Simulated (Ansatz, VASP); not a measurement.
# TiB5: VASP beside Ansatz

```
Ti B
1.0
     4.15851    0.00000    0.00000
    -2.07925    3.60137    0.00000
     0.00000    0.00000    2.89328
Ti B
1 5
Cartesian
  0.0000 0.0000 0.0000
  -1.0396 1.8007 1.4466
  0.0000 2.4009 0.0000
  2.0793 1.2005 0.0000
  2.0793 0.0000 1.4466
  1.0396 1.8007 1.4466
```

Change from the starting cell: species swapped into the ErNi5 type (P6/mmm, No. 191).

Alike in both runs: functional PBE; k mesh 12 × 12 × 14; occupations gaussian, width 0.1 eV; no spin polarisation.

Ansatz relaxed the structure, and its values are those at the end. VASP's run is a single point on that final structure, the one shown.

|  | VASP | Ansatz |
| --- | --- | --- |
| version | VASP 6.6.1 | Ansatz 0.2.0 |
| potentials or method | VASP PAW PBE potentials, release 64 (Ti_sv, B) | scalar-relativistic, plane waves, PAW |
| plane-wave cutoff (eV) | 520 | 420 |
| valence electrons in the cell | 27 | 27 |

Ansatz gave:

- gap on the k mesh at the Fermi level (eV): none
- pressure (GPa): 0.0

Which values does VASP return?

gap on the k mesh at the Fermi level (eV): none; pressure (GPa): 0.1.

A gap of «none» marks a metal or a gap that the smearing closes. With one functional, cell and mesh, what is left measures potentials, basis and numerics.
